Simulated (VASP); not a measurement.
NaF (strained CsCl): gaps by functional in VASP

```
CELL_PARAMETERS angstrom
2.79349 0.00000 0.00000
0.00000 2.79349 0.00000
0.00000 0.00000 2.94545
ATOMIC_POSITIONS crystal
Na 0.00000 0.00000 0.00000
F 0.50000 0.50000 0.50000
```

All runs share this cell. Band v is the last that the valence electrons fill when counted band by band, and c is the next. A negative gap between them is a band overlap, as in a metal.

Question: Rank these levels of theory by the band gap that they give, smallest first.
A. HSE06
B. PBE
C. r²SCAN

Answer: B (5.65 eV), C (6.63 eV), A (7.80 eV).
